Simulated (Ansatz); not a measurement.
# Ni (Fm-3m) in Ansatz: notebook, part 2 of 2

Ansatz 0.2.0. The steps go on from the part before.

## 3. Relaxation of cell and atoms, PBE, collinear spin, ferromagnetic start, target pressure 30 GPa, at which the enthalpy is minimised

Input file input.yaml:

```yaml
crystal:
  lattice:
    - [0.0, 1.737572933, 1.737572933]
    - [1.737572933, 0.0, 1.737572933]
    - [1.737572933, 1.737572933, 0.0]
  atoms:
    - { symbol: Ni, position: [0.0, 0.0, 0.0], spin: 1.0 }
hamiltonian:
  xc: pbe
  pseudopotentials: { kind: paw }
magnetization:
  spin_polarized: true
kpoints:
  mp_grid: { grid: [13, 13, 13] }
scf:
  occupations: { method: fermi_dirac, width: 0.05 }
output:
  forces: true
  stress: true
  eigenvalues: true
relax:
  f_tol: 0.01
  max_steps: 40
  cell: { stress_tol: 0.05, p_target: 30.0 }
```

Potentials or basis: Ansatz PAW.

The run is started by

```console
> ansatz run input.yaml --threads 2 --pin off --max-ram 5632MiB --backend cpu --events-out ev --progress --plain --runs-dir out
```

Log:

```text
Warning: RAYON_NUM_THREADS=2 ignored (pool sized by the plan → 2); use --threads N
Engine: ansatz 0.2.0, aarch64-unknown-linux-gnu
Pseudopotentials: kind: paw
Pseudopotential: Ni, paw, valence charge 18, recommended cutoff 420 eV (normal), Ni.paw.azcp
Functional definition: PBE
  parameter kappa = 0.804
  parameter beta = 0.06672455060314922
  exchange = pbe_x(kappa = kappa, mu = beta*pi^2/3)
  correlation = pbe_c(beta = beta)
Crystal: 1 atoms, lattice volume = 10.492 Å³
Basis set: ecut = 420 eV, 181 PW (Γ), exchange–correlation on 36×36×36 points (8 copies of the dense FFT grid, shifted against one another)
Bands: 14, of which v1, the nominal top of the filled ones, is band 9 counted from 1 (8 counted from 0)
Symmetry: 48 space group operations
Space group: Fm-3m (ITA 225), of the structure as read, at distance tolerance 2.2e-5 Å
Magnetic group: BNS 225.116 (UNI 1618), of the structure as read, at distance tolerance 2.2e-5 Å
k-points: 84 of 2197
Non-local potential: Ni, projectors of the file, l = 0: 3, l = 1: 2, l = 2: 3, l = 3: 1
PAW form: soft (Blöchl's): semilocal exchange-correlation on the pseudo side does not see the compensation charge
PAW one-centre angular grid: Ni, 590 points (default); XC on 64 Gauss nodes
Initial density: superposition of atomic densities (chi_scale 0.1, normalization cell)
Starting moments: Σ|m| = 1 μB on 1 of 1 site
Initial wavefunctions: pseudopotential atomic-orbital guess
Functional: x = pbe(κ = 0.804, μ = 0.2195149727645171), c = pbe(β = 0.06672455060314922)
SCF iter   1: F=—  HF=-5838.989812 eV  |F-HF|=—  |Δ(HF+E_count)|=         —  Δρ=7.75e-2 (↑3.80e-2 ↓7.75e-2)  dr2=8.33e-1  dr2_m=4.00e-2  M=0.937 μB ∫|m|=0.995 μB  β_m=0.30  ethr=3.10e-3  ⟨swp⟩=5.7  Hψ=12432  notcnv=0
Mixer restart at iter 1: flushing history
[... 120 lines left out ...]
  E_band       = -239.930515
  E_kinetic    = 284.613512
  E_local      = -3248.613034  (includes V_loc(G=0)·N_el)
  E_nonlocal   = 634.573845
  E_hartree    = 1361.754405
  E_xc         = -86.019288
  E_vxc        = -111.006757  (∫ρ·V_xc dr)
  E_paw        = -1628.595299  (= ΣΔE_a)
  E_vpaw       = -523.007550  (= ΣTr[D̂ρ^β])
  E_aug_tail   = 0.000647  (compensation charges beyond the density's cutoff)
  E_ewald      = -3157.335881
  E_smearing   = -0.011266  (= −TS)
  E_closure    = -0.000000  (closes the sum)
  Σ components = -5839.632358   (vs F -5839.632358, Δ=0.00e0)
--- Forces (eV/Å), atoms counted from 1 ---
  atom   1  Ni     0.00000000    -0.00000000    -0.00000000
  max |Σ_I F_I| component: 1.81e-31 eV/Å
--- Stress (GPa, compression-positive) ---
       29.999608      -0.000000      -0.000000
       -0.000000      29.999608      -0.000000
       -0.000000      -0.000000      29.999608
  P = ⅓ Tr σ = 29.9996 GPa (299.996 kbar)
--- Band table (eV; the first three rows and the last of 168) ---
  k-point 0 ↑: bands = ["-82.9648", "-43.1608", "-43.1608", "-43.1608", "10.9715", "18.1481", "18.1481", "18.1481", "19.5383", "19.5383", "45.3091", "50.1714", "50.1714", "50.1714"]
  k-point 1 ↑: bands = ["-82.9616", "-43.1799", "-43.1635", "-43.1635", "11.2231", "18.0761", "18.2084", "18.2084", "19.5123", "19.5123", "44.6288", "47.7006", "49.6706", "49.6706"]
  k-point 2 ↑: bands = ["-82.9528", "-43.2328", "-43.1709", "-43.1709", "11.9527", "17.9012", "18.3430", "18.3430", "19.4797", "19.4797", "41.4527", "46.4179", "48.8762", "48.8762"]
  k-point 83 ↓: bands = ["-82.0630", "-42.5896", "-42.5613", "-42.4753", "16.8870", "17.7746", "18.1316", "20.0342", "21.3252", "28.0894", "30.2161", "32.3877", "33.7956", "51.8102"]
--- Relaxed structure (6 steps of the walk, 6 accepted, 2 SCFs on fresh bases) ---
  F+E_penalty+E_count = -5839.63235829 eV   max|allowed force component| = 0.000e0 eV/Å   (the final SCF, on the basis selected at the relaxed cell)
  cell:  # Å, volume = 9.7176 Å³
    - [-1.669929216503574e-34, 1.693722703293044, 1.693722703293044]
    - [1.693722703293044, -7.163375893649015e-34, 1.693722703293044]
    - [1.693722703293044, 1.693722703293044, -3.996682438302478e-34]
  atoms:
    - { symbol: Ni, position: [0.0, 0.0, 0.0] }
```

It took 9 s on 2 threads of Arm Neoverse V2, shared host; peak memory 0.28 GiB.

What came out:

- Free energy: -5839.6324 eV
- Relaxed volume: 9.72 Å³/atom
- Relaxed cell: a = 2.395 Å, b = 2.395 Å, c = 2.395 Å, α = 60.00°, β = 60.00°, γ = 60.00°
- Space group after relaxing (to 0.05 Å): Fm-3m (No. 225)
- Energy change on relaxing (the enthalpy is what falls): +88.4 meV/atom
- Ionic steps: 8
- Pressure after relaxing: 30.0 GPa
- Band gap on the k mesh: none (metal or under the smearing width)
- Net moment: 0.62 μB per cell
- Absolute moment: 0.70 μB per cell
- Site moments: Ni +0.66 μB

The path:
```
step  energy change (eV)  largest force (eV/Å)  volume (Å³)
   1              0.0000                0.0000        10.49
   2              0.0429                0.0000        10.00
   3              0.0958                0.0000         9.68
   4              0.0879                0.0000         9.72
   5              0.0883                0.0000         9.72
   6              0.0888                0.0000         9.72
   7              0.0884                0.0000         9.72
   8              0.0884                0.0000         9.72
```

Final structure:
```
CELL_PARAMETERS angstrom
0.00000 1.69372 1.69372
1.69372 0.00000 1.69372
1.69372 1.69372 0.00000
ATOMIC_POSITIONS crystal
Ni 0.00000 0.00000 0.00000
```

Levels at points of the mesh, in eV from the Fermi level:
Spin up:
| k point | band 5 | band 6 | band 7 | band 8 | band 9 | band 10 | band 11 | band 12 | band 13 | band 14 |
| --- | --- | --- | --- | --- | --- | --- | --- | --- | --- | --- |
| (0.00, 0.00, 0.00) | -9.95 | -2.77 | -2.77 | -2.77 | -1.38 | -1.38 | 24.39 | 29.25 | 29.25 | 29.25 |
Spin down:
```
           k point  band 7  band 8  band 9  band 10  band 11  band 12
(0.00, 0.00, 0.00)   -2.03   -2.03   -0.79    -0.79    24.26    29.23
```

Caveat: the plane-wave basis is chosen anew once the cell has moved, so the energies of steps on either side of that aren't comparable.
